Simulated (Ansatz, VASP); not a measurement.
# Zn4HO4 (a cell with a defect) in VASP and in Ansatz

INCAR

```
SYSTEM = Zn4HO4
PREC = Accurate ; ENCUT = 520
EDIFF = 1E-6 ; ISMEAR = 0
SIGMA = 0.05 ; LREAL = .False.
LASPH = .True. ; NELM = 60
ALGO = Normal ; ISIF = 2
LWAVE = .False. ; LCHARG = .False.
GGA = PS ; NBANDS = 46
```

Contents of KPOINTS:

```
regular mesh
0
Gamma
  4 4 8
  0 0 0
```

File POSCAR:

```
Zn4HO4
1.0
    5.5148137916      0.0000000000      0.0000000000
    0.0000000000      5.5148137916      0.0000000000
    0.0000000000      0.0000000000      3.2430062931
Zn O H
4 4 1
Direct
    0.1820657240      0.1820657240      0.5000000000
    0.8179342760      0.8179342760      0.5000000000
    0.6820657240      0.3179342760      0.0000000000
    0.3179342760      0.6820657240      0.0000000000
    0.8180023132      0.1819976868      0.5000000000
    0.1819976868      0.8180023132      0.5000000000
    0.6819976868      0.6819976868      0.0000000000
    0.3180023132      0.3180023132      0.0000000000
    1.0000405349      0.0153310202      0.0000000000
```

Input for Ansatz:

```yaml
crystal:
  lattice:
    - [5.5148137916, 0.0, 0.0]
    - [0.0, 5.5148137916, 0.0]
    - [0.0, 0.0, 3.2430062931]
  atoms:
    - { symbol: Zn, position: [0.182065724, 0.182065724, 0.5] }
    - { symbol: Zn, position: [0.817934276, 0.817934276, 0.5] }
    - { symbol: Zn, position: [0.682065724, 0.317934276, 0.0] }
    - { symbol: Zn, position: [0.317934276, 0.682065724, 0.0] }
    - { symbol: O, position: [0.8180023132, 0.1819976868, 0.5] }
    - { symbol: O, position: [0.1819976868, 0.8180023132, 0.5] }
    - { symbol: O, position: [0.6819976868, 0.6819976868, 0.0] }
    - { symbol: O, position: [0.3180023132, 0.3180023132, 0.0] }
    - { symbol: H, position: [1.0000405349, 0.0153310202, 0.0] }
basis:
  ecutwfc: 420
kpoints:
  mp_grid: { grid: [4, 4, 8] }
hamiltonian:
  xc: pbesol
  pseudopotentials: { kind: paw, azcp: { folder: soft_1 } }
scf:
  occupations: { method: gaussian, width: 0.05 }
output:
  forces: true
  stress: true
  eigenvalues: true
```

Alike in both runs: task single point; functional PBEsol; k mesh 4 × 4 × 8; occupations gaussian, width 0.05 eV; no spin polarisation.

|  | VASP | Ansatz |
| --- | --- | --- |
| version | VASP 6.6.1 | Ansatz 0.2.0 |
| potentials or method | VASP PAW PBE potentials, release 64 (Zn, O, H) | scalar-relativistic, plane waves, PAW |
| plane-wave cutoff (eV) | 520 | 420 |
| valence electrons in the cell | 73 | 73 |

VASP gave:

| Item | Value |
| --- | --- |
| gap on the k mesh at the Fermi level (eV) | none |
| pressure (GPa) | 4.2 |
| largest component of the traceless stress (GPa) | 1.07 |
| rms of the force components (eV/Å) | 0.165 |

Task: Estimate Ansatz's values.

Result: gap on the k mesh at the Fermi level (eV): none; pressure (GPa): 3.3; largest component of the traceless stress (GPa): 0.93; rms of the force components (eV/Å): 0.162.

Atom by atom the forces differ by 0.004 eV/Å (rms over components). A gap of «none» marks a metal or a gap that the smearing closes. Ansatz warned: «pseudo_functional_mismatch».

Caveats: the PAW data sets were made with another functional, which shifts forces and pressure a little (VASP); an odd number of electrons without spin polarisation forces a metal; a magnetic or distorted state may lie lower.
